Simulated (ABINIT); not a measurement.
# TiB2 (P6/mmm) in ABINIT: reference runs

Reference runs on TiB2: the cell as given and a disturbed copy.

All numbers are computed with ABINIT 10.8.3 (patched build); they aren't measurements. Logs are shortened: lines on timing, memory, paths and dates and some standing lists are left out, and cuts for length are marked. The log counts tension as positive stress, the text compression.

**1. The structure**

It takes space group P6/mmm (No. 191, hexagonal). Conventional cell: a = 3.029 Å, b = 3.029 Å, c = 3.228 Å, α = 90.00°, β = 90.00°, γ = 120.00°. Ti (site symmetry 6/mmm) is surrounded by 12 B at 2.38 Å. Around B (site symmetry -6m2) lie 3 B at 1.75 Å.

**2. Single point, PBEsol**

Contents of run.abi:

```
pp_dirpath "./"
pseudos "Ti.upf, B.upf"

acell 5.7243583767 5.7243583766 6.1007918207
rprim
     1.0000000000     0.0000000000     0.0000000000
    -0.5000000000     0.8660254038     0.0000000000
     0.0000000000     0.0000000000     1.0000000000
ntypat 2
znucl 22 5
natom 3
typat 1 2 2
xred
     0.0000000000     0.0000000000     0.0000000000
     0.6666666667     0.3333333333     0.5000000000
     0.3333333333     0.6666666667     0.5000000000

ecut 42.0

kptopt 1
ngkpt 10 10 8
nshiftk 1
shiftk 0.0 0.0 0.0

ixc -116133

nband 13
occopt 3
tsmear 0.05 eV

nstep 100
tolvrs 1.0e-10

iomode 3
prtwf 0
prtden 0
prteig 0
prtebands 0
enunit 2
```

Potentials or basis: PseudoDojo NC SR PBEsol v0.4.1 standard.

Started as:

```console
$ abinit run.abi > log 2>&1
```

run.abo:

```text
.Version 10.8.3 of ABINIT
 Symmetries : space group P6/m m m (#191); Bravais hP (primitive hexag.)
================================================================================
 Values of the parameters that define the memory need of the present run
     intxc =       0    ionmov =       0      iscf =       7    lmnmax =       6
     lnmax =       6     mgfft =      36  mpssoang =       3    mqgrid =    3001
     natom =       3  nloc_mem =       1    nspden =       1   nspinor =       1
    nsppol =       1      nsym =      24    n1xccc =    2501    ntypat =       2
    occopt =       3   xclevel =       2
       mpw =        2286          nfft =       46656          nkpt =          70
================================================================================
================================================================================

--------------------------------------------------------------------------------
------------- Echo of variables that govern the present computation ------------
--------------------------------------------------------------------------------
 -outvars: echo values of preprocessed input variables --------
            acell      5.7243583767E+00  5.7243583766E+00  6.1007918207E+00 Bohr
              amu      4.78800000E+01  1.08110000E+01
             ecut      4.20000000E+01 Hartree
           enunit           2
                       outvar_i_n : Printing only first  50 k-points.
              ixc     -116133
                       outvar_i_n : Printing only first  50 k-points.
         kptrlatt       10    0    0      0   10    0      0    0    8
          kptrlen      4.88063346E+01
            natom           3
            nband          13
            ngfft          36      36      36
             nkpt          70
            nstep         100
             nsym          24
           ntypat           2
                       prtocc : prtvol=0, do not print more k-points.
           occopt           3
           prtden           0
        prtebands           0
           prteig           0
            prtwf           0
            rprim      1.0000000000E+00  0.0000000000E+00  0.0000000000E+00
                      -5.0000000000E-01  8.6602540380E-01  0.0000000000E+00
                       0.0000000000E+00  0.0000000000E+00  1.0000000000E+00
          spgroup         191
           tolvrs      1.00000000E-10
           tsmear      1.83746611E-03 Hartree
            typat      1  2  2
                       outvars : Printing only first  50 k-points.
           xangst      0.0000000000E+00  0.0000000000E+00  0.0000000000E+00
                       1.5145999990E+00  8.7445471712E-01  1.6141999989E+00
                       1.7639201954E-11  1.7489094342E+00  1.6141999989E+00
            xcart      0.0000000000E+00  0.0000000000E+00  0.0000000000E+00
                       2.8621791884E+00  1.6524799249E+00  3.0503959103E+00
                       3.3333260772E-11  3.3049598497E+00  3.0503959103E+00
             xred      0.0000000000E+00  0.0000000000E+00  0.0000000000E+00
                       6.6666666667E-01  3.3333333333E-01  5.0000000000E-01
                       3.3333333333E-01  6.6666666667E-01  5.0000000000E-01
            znucl       22.00000    5.00000

================================================================================

 chkinp: Checking input parameters for consistency.

================================================================================
== DATASET  1 ==================================================================

--- !DatasetInfo
iteration_state: {dtset: 1, }
dimensions: {natom: 3, nkpt: 70, mband: 13, nsppol: 1, nspinor: 1, nspden: 1, mpw: 2286, }
cutoff_energies: {ecut:  42.0, pawecutdg:  -1.0, }
electrons: {nelect:   1.80000000E+01, charge:   0.00000000E+00, occopt:   3.00000000E+00, tsmear:   1.83746611E-03, }
meta: {optdriver: 0, ionmov: 0, optcell: 0, iscf: 7, paral_kgb: 0, }
...

 Real(R)+Recip(G) space primitive vectors, cartesian coordinates (Bohr,Bohr^-1):
 R(1)=  5.7243584  0.0000000  0.0000000  G(1)=  0.1746921  0.1008585  0.0000000
 R(2)= -2.8621792  4.9574398  0.0000000  G(2)=  0.0000000  0.2017170  0.0000000
 R(3)=  0.0000000  0.0000000  6.1007918  G(3)=  0.0000000  0.0000000  0.1639131
 Unit cell volume ucvol=  1.7312926E+02 bohr^3
 Angles (23,13,12)=  9.00000000E+01  9.00000000E+01  1.20000000E+02 degrees

 getcut: wavevector=  0.0000  0.0000  0.0000  ngfft=  36  36  36
         ecut(hartree)=     42.000   => boxcut(ratio)=   2.02268

--- Pseudopotential description ------------------------------------------------
- pspini: atom type   1  psp file is ./Ti.upf
12 -116133 2 -1 1586                          pspcod,pspxc,lmax,lloc,mmax
     nproj     2     2     2

- pspini: atom type   2  psp file is ./B.upf
12 -116133 1 -1 1534                          pspcod,pspxc,lmax,lloc,mmax
     nproj     2     2     0

   3.81101256E+02                                ecore*ucvol(ha*bohr**3)
--------------------------------------------------------------------------------

================================================================================

--- !BeginCycle
iteration_state: {dtset: 1, }
solver: {iscf: 7, nstep: 100, nline: 4, wfoptalg: 0, }
tolerances: {tolvrs: 1.00E-10, }
...

     iter   Etot(hartree)      deltaE(h)  residm     vres2
 ETOT  1  -65.031001375468    -6.503E+01 1.961E-01 1.333E+03
 ETOT  2  -64.431154844458     5.998E-01 2.923E-01 4.535E+03
 ETOT  3  -65.291798453621    -8.606E-01 3.541E-02 2.775E+01
 ETOT  4  -65.296950158904    -5.152E-03 2.106E-02 6.353E+00
 ETOT  5  -65.297937186827    -9.870E-04 4.406E-02 1.197E+00
 ETOT  6  -65.298141750841    -2.046E-04 1.628E-02 3.637E-02
 ETOT  7  -65.298149559753    -7.809E-06 6.281E-03 6.449E-05
 ETOT  8  -65.298149588719    -2.897E-08 2.931E-03 5.814E-05
 ETOT  9  -65.298149597115    -8.396E-09 4.330E-03 8.440E-06
 ETOT 10  -65.298149598649    -1.534E-09 1.535E-03 2.000E-07
 ETOT 11  -65.298149598690    -4.063E-11 3.136E-03 6.070E-09
 ETOT 12  -65.298149598690    -9.237E-13 9.263E-04 4.026E-10
 ETOT 13  -65.298149598690     4.405E-13 1.893E-03 8.079E-11

 At SCF step   13       vres2   =  8.08E-11 < tolvrs=  1.00E-10 =>converged.

 Cartesian components of stress tensor (hartree/bohr^3)
  sigma(1 1)=  1.31955991E-04  sigma(3 2)=  0.00000000E+00
  sigma(2 2)=  1.31955991E-04  sigma(3 1)=  0.00000000E+00
  sigma(3 3)=  2.12984947E-04  sigma(2 1)= -1.29568413E-13

--- !ResultsGS
iteration_state: {dtset: 1, }
comment   : Summary of ground state results
lattice_vectors:
- [  5.7243584,   0.0000000,   0.0000000, ]
- [ -2.8621792,   4.9574398,   0.0000000, ]
- [  0.0000000,   0.0000000,   6.1007918, ]
lattice_lengths: [   5.72436,    5.72436,    6.10079, ]
lattice_angles: [ 90.000,  90.000, 120.000, ] # degrees, (23, 13, 12)
lattice_volume:   1.7312926E+02
convergence: {deltae:  4.405E-13, res2:  8.079E-11, residm:  1.893E-03, diffor: null, }
etotal    :  -6.52981496E+01
entropy   :   0.00000000E+00
fermie    :   4.30109986E-01
cartesian_stress_tensor: # hartree/bohr^3
- [  1.31955991E-04,  -1.29568413E-13,   0.00000000E+00, ]
- [ -1.29568413E-13,   1.31955991E-04,   0.00000000E+00, ]
- [  0.00000000E+00,   0.00000000E+00,   2.12984947E-04, ]
pressure_GPa:  -4.6769E+00
xred      :
- [  0.0000E+00,   0.0000E+00,   0.0000E+00, Ti]
- [  6.6667E-01,   3.3333E-01,   5.0000E-01,  B]
- [  3.3333E-01,   6.6667E-01,   5.0000E-01,  B]
cartesian_forces: # hartree/bohr
- [ -0.00000000E+00,  -0.00000000E+00,  -0.00000000E+00, ]
- [ -2.35191881E-29,   9.50516669E-29,  -0.00000000E+00, ]
- [  2.35191881E-29,  -9.50516669E-29,  -0.00000000E+00, ]
force_length_stats: {min:   0.00000000E+00, max:   9.79181882E-29, mean:   6.52787921E-29, }
...

 Integrated electronic density in atomic spheres:
 ------------------------------------------------
 Atom  Sphere_radius  Integrated_density
    1        2.00000          9.59460828
    2        2.00000          2.82995680
    3        2.00000          2.82995680
================================================================================

 ----iterations are completed or convergence reached----

 Mean square residual over all n,k,spin=   64.861E-07; max=  18.932E-04
 reduced coordinates (array xred) for    3 atoms
       0.000000000000      0.000000000000      0.000000000000
       0.666666666667      0.333333333333      0.500000000000
       0.333333333333      0.666666666667      0.500000000000
 rms dE/dt=  2.6168E-28; max dE/dt=  5.3853E-28; dE/dt below (all hartree)
    1       0.000000000000      0.000000000000      0.000000000000
    2       0.000000000000     -0.000000000000      0.000000000000
    3      -0.000000000000      0.000000000000      0.000000000000

 cartesian coordinates (angstrom) at end:
    1      0.00000000000000     0.00000000000000     0.00000000000000
    2      1.51459999897696     0.87445471711930     1.61419999889384
    3      0.00000000001764     1.74890943423860     1.61419999889384

 cartesian forces (hartree/bohr) at end:
    1     -0.00000000000000    -0.00000000000000    -0.00000000000000
    2     -0.00000000000000     0.00000000000000    -0.00000000000000
    3      0.00000000000000    -0.00000000000000    -0.00000000000000
 frms,max,avg= 4.6159077E-29 9.5051667E-29   0.000E+00  0.000E+00  0.000E+00 h/b

 cartesian forces (eV/Angstrom) at end:
    1     -0.00000000000000    -0.00000000000000    -0.00000000000000
    2     -0.00000000000000     0.00000000000000    -0.00000000000000
    3      0.00000000000000    -0.00000000000000    -0.00000000000000
 frms,max,avg= 2.3735952E-27 4.8877532E-27   0.000E+00  0.000E+00  0.000E+00 e/A
 length scales=  5.724358376700  5.724358376600  6.100791820700 bohr
              =  3.029199997936  3.029199997883  3.228399997788 angstroms
 Fermi (or HOMO) energy (hartree) =   0.43011   Average Vxc (hartree)=  -0.47640
 Eigenvalues (hartree) for nkpt=  70  k points:
 kpt#   1, nband= 13, wtk=  0.00125, kpt=  0.0000  0.0000  0.0000 (reduced coord)
  -1.65072   -0.78581   -0.77451   -0.77451   -0.06338    0.33693    0.33693    0.34733
   0.35340    0.50268    0.50268    0.56809    0.56809
      occupation numbers for kpt#   1
   2.00000    2.00000    2.00000    2.00000    2.00000    2.00000    2.00000    2.00000
   2.00000    0.00000    0.00000    0.00000    0.00000
 prteigrs : prtvol=0 or 1, do not print more k-points.

 Fermi (or HOMO) energy (eV) =  11.70389   Average Vxc (eV)= -12.96352
 Eigenvalues (   eV  ) for nkpt=  70  k points:
 kpt#   1, nband= 13, wtk=  0.00125, kpt=  0.0000  0.0000  0.0000 (reduced coord)
 -44.91840  -21.38306  -21.07553  -21.07553   -1.72467    9.16842    9.16842    9.45133
   9.61638   13.67853   13.67853   15.45843   15.45843
 prteigrs : prtvol=0 or 1, do not print more k-points.

--- !EnergyTerms
iteration_state     : {dtset: 1, }
comment             : Components of total free energy in Hartree
kinetic             :  2.75915793557212E+01
hartree             :  1.20861449015469E+01
xc                  : -1.11974486724516E+01
Ewald energy        : -5.13087759299296E+01
psp_core            :  2.20125275496451E+00
local_psp           : -4.52553358578502E+01
non_local_psp       :  5.84665084250191E-01
internal            : -6.52979183637487E+01
'-kT*entropy'       : -2.31234941321027E-04
total_energy        : -6.52981495986900E+01
total_energy_eV     : -1.77685316987780E+03
band_energy         : -5.64587974708525E+00
...

 Cartesian components of stress tensor (hartree/bohr^3)
  sigma(1 1)=  1.31955991E-04  sigma(3 2)=  0.00000000E+00
  sigma(2 2)=  1.31955991E-04  sigma(3 1)=  0.00000000E+00
  sigma(3 3)=  2.12984947E-04  sigma(2 1)= -1.29568413E-13

-Cartesian components of stress tensor (GPa)         [Pressure= -4.6769E+00 GPa]
- sigma(1 1)=  3.88227929E+00  sigma(3 2)=  0.00000000E+00
- sigma(2 2)=  3.88227929E+00  sigma(3 1)=  0.00000000E+00
- sigma(3 3)=  6.26623350E+00  sigma(2 1)= -3.81203433E-09

== END DATASET(S) ==============================================================
================================================================================

 -outvars: echo values of variables after computation  --------
            acell      5.7243583767E+00  5.7243583766E+00  6.1007918207E+00 Bohr
           etotal     -6.5298149599E+01
            fcart     -0.0000000000E+00 -0.0000000000E+00 -0.0000000000E+00
                      -2.3519188055E-29  9.5051666884E-29 -0.0000000000E+00
                       2.3519188055E-29 -9.5051666884E-29 -0.0000000000E+00
            rprim      1.0000000000E+00  0.0000000000E+00  0.0000000000E+00
                      -5.0000000000E-01  8.6602540380E-01  0.0000000000E+00
                       0.0000000000E+00  0.0000000000E+00  1.0000000000E+00
           strten      1.3195599107E-04  1.3195599106E-04  2.1298494746E-04
                       0.0000000000E+00  0.0000000000E+00 -1.2956841348E-13
           xangst      0.0000000000E+00  0.0000000000E+00  0.0000000000E+00
                       1.5145999990E+00  8.7445471712E-01  1.6141999989E+00
                       1.7639201954E-11  1.7489094342E+00  1.6141999989E+00
             xred      0.0000000000E+00  0.0000000000E+00  0.0000000000E+00
                       6.6666666667E-01  3.3333333333E-01  5.0000000000E-01
                       3.3333333333E-01  6.6666666667E-01  5.0000000000E-01
 Calculation completed.
```

It took 74 s on 1 thread of Arm Neoverse V1, shared host; peak memory 0.09 GiB.

What came out:

```
Free energy                                           : -1776.8532 eV
Pressure                                              : -4.7 GPa
Band gap on the k mesh                                : none (metal or under the smearing width)
Valence electrons inside the program's atomic spheres : Ti 9.59; B 2.83
```

(Continued in part 2 of 2.)
